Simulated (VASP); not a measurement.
# Mg (P6_3/mmc) in VASP: single point with PBEsol

Aim: the single point of Mg with PBEsol.

Program: VASP 6.6.1. These are calculated values, not measurements. Logs are shortened: lines on timing, memory, paths and dates and some standing lists are left out, and cuts for length are marked.

### Step 1. Starting point

The structure is hexagonal, space group P6_3/mmc (No. 194). Conventional cell: a = 3.187 Å, b = 3.187 Å, c = 5.106 Å, α = 90.00°, β = 90.00°, γ = 120.00°. Mg (site symmetry -6m2) has 12 Mg at 3.15 to 3.19 Å as nearest neighbours.

### Step 2. Single point, PBEsol, non-collinear spin, zero start, spin-orbit coupling

File INCAR:

```
SYSTEM = Mg
ALGO = Normal
EDIFF = 1E-6
ENCUT = 520
GGA = PS
GGA_COMPAT = .False.
ISIF = 2
ISMEAR = 0
LASPH = .True.
LCHARG = .False.
LNONCOLLINEAR = .True.
LORBIT = 11
LREAL = .False.
LSORBIT = .True.
LWAVE = .False.
MAGMOM = 0 0 0 0 0 0
NELM = 80
PREC = Accurate
SIGMA = 0.1
```

File KPOINTS:

```
k-points
0
Gamma
  15 15 8
  0 0 0
```

File POSCAR:

```
Mg
1.0
    3.1874100000      0.0000000000      0.0000000000
   -1.5937000000      2.7603800000      0.0000000000
    0.0000000000      0.0000000000      5.1056200000
Mg
2
Direct
    0.3333300000      0.6666700000      0.2500000000
    0.6666700000      0.3333300000      0.7500000000
```

Potentials or basis: VASP PAW PBE potentials, release 64 (Mg).

Launch:

```console
> cat potpaw_PBE.64/Mg/POTCAR > POTCAR
> mpirun -np 1 vasp_ncl > vasp.out
```

OUTCAR:

```text
SYSTEM = Mg
   EDIFF = 1E-6
   ENCUT = 520
   GGA = PS
   ISIF = 2
   ISMEAR = 0
   LASPH = .True.
   LNONCOLLINEAR = .True.
   LORBIT = 11
   LREAL = .False.
   LSORBIT = .True.
   NELM = 80
   PREC = Accurate

 ion  position               nearest neighbor table
   1  0.333  0.667  0.250-   2 3.15   2 3.15   2 3.15   2 3.15   2 3.15   2 3.15
   2  0.667  0.333  0.750-   1 3.15   1 3.15   1 3.15   1 3.15   1 3.15   1 3.15

  LATTYP: Found a hexagonal cell.
 ALAT       =     3.1874100000
 C/A-ratio  =     1.6018083648

  Lattice vectors:

 A1 = (   3.1874100000,   0.0000000000,   0.0000000000)
 A2 = (  -1.5937000000,   2.7603800000,   0.0000000000)
 A3 = (   0.0000000000,   0.0000000000,   5.1056200000)

Analysis of symmetry for initial positions (statically):
=====================================================================
 Subroutine PRICEL returns:
 Original cell was already a primitive cell.

 Routine SETGRP: Setting up the symmetry group for a
 hexagonal supercell.

 Subroutine GETGRP returns: Found  8 space group operations
 (whereof  4 operations were pure point group operations)
 out of a pool of 24 trial point group operations.

The static configuration has the point symmetry C_2h.
 The point group associated with its full space group is D_2h.

Analysis of symmetry for dynamics (positions and initial velocities):
=====================================================================
 Subroutine PRICEL returns:
 Original cell was already a primitive cell.

 Routine SETGRP: Setting up the symmetry group for a
 hexagonal supercell.

 Subroutine GETGRP returns: Found  8 space group operations
 (whereof  4 operations were pure point group operations)
 out of a pool of 24 trial point group operations.

The dynamic configuration has the point symmetry C_2h.
 The point group associated with its full space group is D_2h.

Analysis of structural, dynamic, and magnetic symmetry:
=====================================================================
 Subroutine PRICEL returns:
 Original cell was already a primitive cell.

 Routine SETGRP: Setting up the symmetry group for a
 hexagonal supercell.

 Subroutine GETGRP returns: Found  8 space group operations
 (whereof  4 operations were pure point group operations)
 out of a pool of 24 trial point group operations.
[... 529 lines left out ...]
  Total        0.0061233      0.0061476      0.0047955      0.0000210      0.0000000      0.0000000
  in kB        0.2183946      0.2192607      0.1710373      0.0007502      0.0000000      0.0000000
  external PRESSURE =       0.2028975 kB  Pullay stress =       0.0000000 kB

 VOLUME and BASIS-vectors are now :
 -----------------------------------------------------------------------------
  energy-cutoff  :      520.00
  volume of cell :       44.92
      direct lattice vectors                 reciprocal lattice vectors
     3.187410000  0.000000000  0.000000000     0.313734349  0.181133913  0.000000000
    -1.593700000  2.760380000  0.000000000     0.000000000  0.362268963  0.000000000
     0.000000000  0.000000000  5.105620000     0.000000000  0.000000000  0.195862598

 POSITION                                       TOTAL-FORCE (eV/Angst)
 -----------------------------------------------------------------------------------
     -0.00001      1.84026      1.27641         0.000023     -0.000013     -0.000000
      1.59372      0.92012      3.82922        -0.000023      0.000013      0.000000
 -----------------------------------------------------------------------------------
    total drift:                               -0.000000      0.000000     -0.000000

  FREE ENERGIE OF THE ION-ELECTRON SYSTEM (eV)
  ---------------------------------------------------
  free  energy   TOTEN  =        -3.4498494756 eV

  energy  without entropy=       -3.4450769908  energy(sigma->0) =       -3.44746323

 Spin-Orbit-Coupling matrix elements

 Ion:    1  E_soc:     -0.0000369
 l=   1
     0.0000000    -0.0000061    -0.0000062
    -0.0000061     0.0000000    -0.0000061
    -0.0000062    -0.0000061     0.0000000
 l=   2
     0.0000000     0.0000000     0.0000000     0.0000000     0.0000000
     0.0000000     0.0000000     0.0000000     0.0000000     0.0000000
     0.0000000     0.0000000     0.0000000     0.0000000     0.0000000
     0.0000000     0.0000000     0.0000000     0.0000000     0.0000000
     0.0000000     0.0000000     0.0000000     0.0000000     0.0000000
 l=   3
     0.0000000     0.0000000     0.0000000     0.0000000     0.0000000     0.0000000     0.0000000
     0.0000000     0.0000000     0.0000000     0.0000000     0.0000000     0.0000000     0.0000000
     0.0000000     0.0000000     0.0000000     0.0000000     0.0000000     0.0000000     0.0000000
     0.0000000     0.0000000     0.0000000     0.0000000     0.0000000     0.0000000     0.0000000
     0.0000000     0.0000000     0.0000000     0.0000000     0.0000000     0.0000000     0.0000000
     0.0000000     0.0000000     0.0000000     0.0000000     0.0000000     0.0000000     0.0000000
     0.0000000     0.0000000     0.0000000     0.0000000     0.0000000     0.0000000     0.0000000

 Ion:    2  E_soc:     -0.0000369
 l=   1
     0.0000000    -0.0000061    -0.0000062
    -0.0000061     0.0000000    -0.0000061
    -0.0000062    -0.0000061     0.0000000
 l=   2
     0.0000000     0.0000000     0.0000000     0.0000000     0.0000000
     0.0000000     0.0000000     0.0000000     0.0000000     0.0000000
     0.0000000     0.0000000     0.0000000     0.0000000     0.0000000
     0.0000000     0.0000000     0.0000000     0.0000000     0.0000000
     0.0000000     0.0000000     0.0000000     0.0000000     0.0000000
 l=   3
     0.0000000     0.0000000     0.0000000     0.0000000     0.0000000     0.0000000     0.0000000
     0.0000000     0.0000000     0.0000000     0.0000000     0.0000000     0.0000000     0.0000000
     0.0000000     0.0000000     0.0000000     0.0000000     0.0000000     0.0000000     0.0000000
     0.0000000     0.0000000     0.0000000     0.0000000     0.0000000     0.0000000     0.0000000
     0.0000000     0.0000000     0.0000000     0.0000000     0.0000000     0.0000000     0.0000000
     0.0000000     0.0000000     0.0000000     0.0000000     0.0000000     0.0000000     0.0000000
     0.0000000     0.0000000     0.0000000     0.0000000     0.0000000     0.0000000     0.0000000

 total charge

# of ion       s       p       d       tot
------------------------------------------
    1        0.208   0.131   0.012   0.351
    2        0.208   0.131   0.012   0.351
--------------------------------------------------
tot          0.417   0.261   0.024   0.702

 magnetization (x)

# of ion       s       p       d       tot
------------------------------------------
    1        0.000   0.000   0.000   0.000
    2        0.000   0.000   0.000   0.000
--------------------------------------------------
tot          0.000   0.000   0.000   0.000

 magnetization (y)

# of ion       s       p       d       tot
------------------------------------------
    1        0.000   0.000   0.000   0.000
    2        0.000   0.000   0.000   0.000
--------------------------------------------------
tot          0.000   0.000   0.000   0.000

 magnetization (z)

# of ion       s       p       d       tot
------------------------------------------
    1        0.000   0.000   0.000   0.000
    2        0.000   0.000   0.000   0.000
--------------------------------------------------
tot          0.000   0.000   0.000   0.000
```

Run time: 72 s. Hardware: 1 thread of Intel Xeon 6975P-C (Granite Rapids), shared host; peak memory 0.42 GiB.

What came out:

```yaml
Free_energy: -3.4498 eV
Pressure: 0.0 GPa
Net_moment: 0.00 μB per cell
Valence_electrons_inside_the_program's_atomic_spheres: Mg 0.35
```

Moments on the atoms (μB; x, y, z):
```
Mg  0.00 0.00 0.00
Mg  0.00 0.00 0.00
```

Caveat: the PAW data sets were made with another functional, which shifts forces and pressure a little.
